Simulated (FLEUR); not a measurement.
# MgS (F-43m) in FLEUR: notebook, part 2 of 2

FLEUR MaX-R8.1 (later development tree). The steps go on from the part before.

**3. Equation of state, r2SCAN, 21.38 Å³/atom (volume scaled by 0.94)**

Changes to inp.xml since step 2:

```diff
@@ -6,3 +6,3 @@
    <calculationSetup>
-      <cutoffs Kmax="4.56" Gmax="14.1" GmaxXC="14.1" numbands="0"/>
+      <cutoffs Kmax="4.71" Gmax="14.6" GmaxXC="14.6" numbands="0"/>
       <scfLoop itmax="80" minDistance="0.0001" maxIterBroyd="30" imix="Anderson" alpha="0.05" precondParam="0.0" spinf="2.0" sdNocoIR="T"/>
@@ -27,3 +27,3 @@
       <xi:include xmlns:xi="http://www.w3.org/2001/XInclude" href="sym.xml"> </xi:include>
-      <bulkLattice scale="1.0">
+      <bulkLattice scale="0.9795861087">
          <bravaisMatrix>
@@ -37,3 +37,3 @@
       <species name="Sulfur (S)" element="S" atomicNumber="16">
-         <mtSphere radius="2.15" gridPoints="711" logIncrement="0.016"/>
+         <mtSphere radius="2.08" gridPoints="711" logIncrement="0.016"/>
          <atomicCutoffs lmax="9" lnonsphr="9"/>
@@ -52,3 +52,3 @@
       <species name="Magnesium (Mg)" element="Mg" atomicNumber="12">
-         <mtSphere radius="2.15" gridPoints="711" logIncrement="0.016"/>
+         <mtSphere radius="2.08" gridPoints="711" logIncrement="0.016"/>
          <atomicCutoffs lmax="9" lnonsphr="9"/>
```

Potentials or basis: all-electron, FLAPW.

Launch:

```
> inpgen -f crystal.txt -profile fastHighL
> # inp.xml edited to the form shown
> fleur_MPI
```

Output:

```text
Welcome to FLEUR        (www.flapw.de)
      MaX-Release 8.1          (www.max-centre.eu)
 func_ids         498         497         498         497
 MetaGGA potential functional detected - V_tau will be computed
 Auxiliary Potential for radial basis: exchange=         117  correlation=         130
The functional 'Re-regularized SCAN exchange by Furness et al' is an exchange functional, it belongs to the 'MGGA' family and is defined in the reference(s):
[1] J. W. Furness, A. D. Kaplan, J. Ning, J. P. Perdew, and J. Sun.,  J. Phys. Chem. Lett. 11, 8208-8215 (2020)
[2] J. W. Furness, A. D. Kaplan, J. Ning, J. P. Perdew, and J. Sun.,  J. Phys. Chem. Lett. 11, 9248-9248 (2020)
The functional 'Re-regularized SCAN correlation by Furness et al' is a correlation functional, it belongs to the 'MGGA' family and is defined in the reference(s):
[1] J. W. Furness, A. D. Kaplan, J. Ning, J. P. Perdew, and J. Sun.,  J. Phys. Chem. Lett. 11, 8208-8215 (2020)
[2] J. W. Furness, A. D. Kaplan, J. Ning, J. P. Perdew, and J. Sun.,  J. Phys. Chem. Lett. 11, 9248-9248 (2020)
 Using same functional for VXC and EXC

 ========== k-point set info ==========
 Selected k-point list: default-1
 k-point list type: mesh
 8 x 8 x 8
 Number of k points: 29

 ------------Calculation Setup---------------------------
 Number of MPI-tasks      :            1
 Number of PE/node        :            1
 Number of OMP-threads    :            1
 Most efficient MPI parallelization for:
           1          29
 Additional eigenvalue parallelization possible
 Number of basis functions:          601
 Approximate size of matrices (H+S) per k-point:         0.011 GB
 --------------------------------------------------------
The functional 'Hammer, Hansen, and Norskov' is an exchange functional, it belongs to the 'GGA' family and is defined in the reference(s):
[1] B. Hammer, L. B. Hansen, and J. K. Nørskov.,  Phys. Rev. B 59, 7413 (1999)
The functional 'Perdew, Burke & Ernzerhof' is a correlation functional, it belongs to the 'GGA' family and is defined in the reference(s):
[1] J. P. Perdew, K. Burke, and M. Ernzerhof.,  Phys. Rev. Lett. 77, 3865 (1996)
[2] J. P. Perdew, K. Burke, and M. Ernzerhof.,  Phys. Rev. Lett. 78, 1396 (1997)
 Using same functional for VXC and EXC
 Using auxiliary GGA potential for the first iteration of MetaGGA calculation.
 Reset of history
 Reset of history
 Iteration:     1   Distance:      13.29158671 me/bohr^3
The functional 'Hammer, Hansen, and Norskov' is an exchange functional, it belongs to the 'GGA' family and is defined in the reference(s):
[1] B. Hammer, L. B. Hansen, and J. K. Nørskov.,  Phys. Rev. B 59, 7413 (1999)
The functional 'Perdew, Burke & Ernzerhof' is a correlation functional, it belongs to the 'GGA' family and is defined in the reference(s):
[1] J. P. Perdew, K. Burke, and M. Ernzerhof.,  Phys. Rev. Lett. 77, 3865 (1996)
[2] J. P. Perdew, K. Burke, and M. Ernzerhof.,  Phys. Rev. Lett. 78, 1396 (1997)
 Using same functional for VXC and EXC
 Iteration:     2   Distance:      12.33326288 me/bohr^3
The functional 'Hammer, Hansen, and Norskov' is an exchange functional, it belongs to the 'GGA' family and is defined in the reference(s):
[1] B. Hammer, L. B. Hansen, and J. K. Nørskov.,  Phys. Rev. B 59, 7413 (1999)
The functional 'Perdew, Burke & Ernzerhof' is a correlation functional, it belongs to the 'GGA' family and is defined in the reference(s):
[1] J. P. Perdew, K. Burke, and M. Ernzerhof.,  Phys. Rev. Lett. 77, 3865 (1996)
[2] J. P. Perdew, K. Burke, and M. Ernzerhof.,  Phys. Rev. Lett. 78, 1396 (1997)
 Using same functional for VXC and EXC
 Iteration:     3   Distance:      11.50511489 me/bohr^3
The functional 'Hammer, Hansen, and Norskov' is an exchange functional, it belongs to the 'GGA' family and is defined in the reference(s):
[1] B. Hammer, L. B. Hansen, and J. K. Nørskov.,  Phys. Rev. B 59, 7413 (1999)
The functional 'Perdew, Burke & Ernzerhof' is a correlation functional, it belongs to the 'GGA' family and is defined in the reference(s):
[1] J. P. Perdew, K. Burke, and M. Ernzerhof.,  Phys. Rev. Lett. 77, 3865 (1996)
[2] J. P. Perdew, K. Burke, and M. Ernzerhof.,  Phys. Rev. Lett. 78, 1396 (1997)
 Using same functional for VXC and EXC
 Iteration:     4   Distance:       4.44133604 me/bohr^3
The functional 'Hammer, Hansen, and Norskov' is an exchange functional, it belongs to the 'GGA' family and is defined in the reference(s):
[1] B. Hammer, L. B. Hansen, and J. K. Nørskov.,  Phys. Rev. B 59, 7413 (1999)
The functional 'Perdew, Burke & Ernzerhof' is a correlation functional, it belongs to the 'GGA' family and is defined in the reference(s):
[1] J. P. Perdew, K. Burke, and M. Ernzerhof.,  Phys. Rev. Lett. 77, 3865 (1996)
[2] J. P. Perdew, K. Burke, and M. Ernzerhof.,  Phys. Rev. Lett. 78, 1396 (1997)
 Using same functional for VXC and EXC
 Iteration:     5   Distance:       1.99884578 me/bohr^3
The functional 'Hammer, Hansen, and Norskov' is an exchange functional, it belongs to the 'GGA' family and is defined in the reference(s):
[... 53 lines left out ...]
 Using same functional for VXC and EXC
 Iteration:    13   Distance:       0.00181669 me/bohr^3
The functional 'Hammer, Hansen, and Norskov' is an exchange functional, it belongs to the 'GGA' family and is defined in the reference(s):
[1] B. Hammer, L. B. Hansen, and J. K. Nørskov.,  Phys. Rev. B 59, 7413 (1999)
The functional 'Perdew, Burke & Ernzerhof' is a correlation functional, it belongs to the 'GGA' family and is defined in the reference(s):
[1] J. P. Perdew, K. Burke, and M. Ernzerhof.,  Phys. Rev. Lett. 77, 3865 (1996)
[2] J. P. Perdew, K. Burke, and M. Ernzerhof.,  Phys. Rev. Lett. 78, 1396 (1997)
 Using same functional for VXC and EXC
 Iteration:    14   Distance:       0.00014742 me/bohr^3
The functional 'Hammer, Hansen, and Norskov' is an exchange functional, it belongs to the 'GGA' family and is defined in the reference(s):
[1] B. Hammer, L. B. Hansen, and J. K. Nørskov.,  Phys. Rev. B 59, 7413 (1999)
The functional 'Perdew, Burke & Ernzerhof' is a correlation functional, it belongs to the 'GGA' family and is defined in the reference(s):
[1] J. P. Perdew, K. Burke, and M. Ernzerhof.,  Phys. Rev. Lett. 77, 3865 (1996)
[2] J. P. Perdew, K. Burke, and M. Ernzerhof.,  Phys. Rev. Lett. 78, 1396 (1997)
 Using same functional for VXC and EXC
 Iteration:    15   Distance:       0.00010736 me/bohr^3
The functional 'Hammer, Hansen, and Norskov' is an exchange functional, it belongs to the 'GGA' family and is defined in the reference(s):
[1] B. Hammer, L. B. Hansen, and J. K. Nørskov.,  Phys. Rev. B 59, 7413 (1999)
The functional 'Perdew, Burke & Ernzerhof' is a correlation functional, it belongs to the 'GGA' family and is defined in the reference(s):
[1] J. P. Perdew, K. Burke, and M. Ernzerhof.,  Phys. Rev. Lett. 77, 3865 (1996)
[2] J. P. Perdew, K. Burke, and M. Ernzerhof.,  Phys. Rev. Lett. 78, 1396 (1997)
 Using same functional for VXC and EXC
 Iteration:    16   Distance:       0.00000736 me/bohr^3

 ********************************************************************
 Run finished successfully
 Stop message:
   all done
 ********************************************************************
```

Run time: 90 s. Hardware: 1 thread of Arm Neoverse V2, shared host; peak memory 0.09 GiB.

Results:

```yaml
Free_energy: -16323.3255 eV
Band_gap_on_the_k_mesh: 4.27 eV, indirect (least direct gap 4.47 eV)
Valence_electrons_inside_the_program's_atomic_spheres: S 4.29; Mg 8.40 (radii S 2.08, Mg 2.08 bohr)
```

Caveat: the meta-GGA is that of a development version, with a GGA for the radial functions and cores and without core tails.

**4. Equation of state, r2SCAN, 21.83 Å³/atom (volume scaled by 0.96)**

Changes to inp.xml since step 3:

```diff
@@ -27,3 +27,3 @@
       <xi:include xmlns:xi="http://www.w3.org/2001/XInclude" href="sym.xml"> </xi:include>
-      <bulkLattice scale="0.9795861087">
+      <bulkLattice scale="0.9864848297">
          <bravaisMatrix>
```

Launch:

```
> inpgen -f crystal.txt -profile fastHighL
> # inp.xml edited to the form shown
> fleur_MPI
```

Run time: 76 s. Hardware: 1 thread of Arm Neoverse V2, shared host; peak memory 0.09 GiB.

The run converged. Its results:

```
Free energy                                           : -16323.3443 eV
Band gap on the k mesh                                : 4.29 eV, indirect (least direct gap 4.35 eV)
Valence electrons inside the program's atomic spheres : S 4.28; Mg 8.39 (radii S 2.08, Mg 2.08 bohr)
```

Caveat: the meta-GGA is that of a development version, with a GGA for the radial functions and cores and without core tails.

**5. Equation of state, r2SCAN, 22.74 Å³/atom**

Changes to inp.xml since step 4:

```diff
@@ -27,3 +27,3 @@
       <xi:include xmlns:xi="http://www.w3.org/2001/XInclude" href="sym.xml"> </xi:include>
-      <bulkLattice scale="0.9864848297">
+      <bulkLattice scale="1.0000000000">
          <bravaisMatrix>
```

Launch:

```
> inpgen -f crystal.txt -profile fastHighL
> # inp.xml edited to the form shown
> fleur_MPI
```

Run time: 2.4 min. Hardware: 1 thread of Arm Neoverse V2, shared host; peak memory 0.09 GiB.

It converged, with:

- Free energy: -16323.3577 eV
- Band gap on the k mesh: 4.11 eV, direct
- Valence electrons inside the program's atomic spheres: S 4.26; Mg 8.37 (radii S 2.08, Mg 2.08 bohr)

Caveat: the meta-GGA is that of a development version, with a GGA for the radial functions and cores and without core tails.

**6. Equation of state, r2SCAN, 23.65 Å³/atom (volume scaled by 1.04)**

Changes to inp.xml since step 5:

```diff
@@ -27,3 +27,3 @@
       <xi:include xmlns:xi="http://www.w3.org/2001/XInclude" href="sym.xml"> </xi:include>
-      <bulkLattice scale="1.0000000000">
+      <bulkLattice scale="1.0131594038">
          <bravaisMatrix>
```

Potentials or basis: all-electron, FLAPW.

Launch:

```
> inpgen -f crystal.txt -profile fastHighL
> # inp.xml edited to the form shown
> fleur_MPI
```

Wall time 96 s (1 thread of Arm Neoverse V2, shared host); peak memory 0.09 GiB.

It converged, with:

| Quantity | Value |
| --- | --- |
| Free energy | -16323.3444 eV |
| Band gap on the k mesh | 3.90 eV, direct |
| Valence electrons inside the program's atomic spheres | S 4.23; Mg 8.34 (radii S 2.08, Mg 2.08 bohr) |

Caveat: the meta-GGA is that of a development version, with a GGA for the radial functions and cores and without core tails.

**7. Equation of state, r2SCAN, 24.10 Å³/atom (volume scaled by 1.06)**

Changes to inp.xml since step 6:

```diff
@@ -27,3 +27,3 @@
       <xi:include xmlns:xi="http://www.w3.org/2001/XInclude" href="sym.xml"> </xi:include>
-      <bulkLattice scale="1.0131594038">
+      <bulkLattice scale="1.0196128224">
          <bravaisMatrix>
```

Launch:

```
> inpgen -f crystal.txt -profile fastHighL
> # inp.xml edited to the form shown
> fleur_MPI
```

Run time: 1.8 min. Hardware: 1 thread of Arm Neoverse V2, shared host; peak memory 0.09 GiB.

The run converged. Its results:

- Free energy: -16323.3289 eV
- Band gap on the k mesh: 3.81 eV, direct
- Valence electrons inside the program's atomic spheres: S 4.22; Mg 8.33 (radii S 2.08, Mg 2.08 bohr)

Caveat: the meta-GGA is that of a development version, with a GGA for the radial functions and cores and without core tails.

**8. Equation of state, r2SCAN**

No new run: the results of the series are fitted here.

What came out:

```yaml
Equilibrium_volume: 22.71 Å³/atom
Bulk_modulus: 60 GPa
```

Energy against volume, from the lowest point:
| volume (Å³/atom) | energy (meV/atom) |
| --- | --- |
| 21.376 | 16.12 |
| 21.831 | 6.70 |
| 22.740 | 0.00 |
| 23.650 | 6.67 |
| 24.105 | 14.41 |

Caveat: the meta-GGA is that of a development version, with a GGA for the radial functions and cores and without core tails.
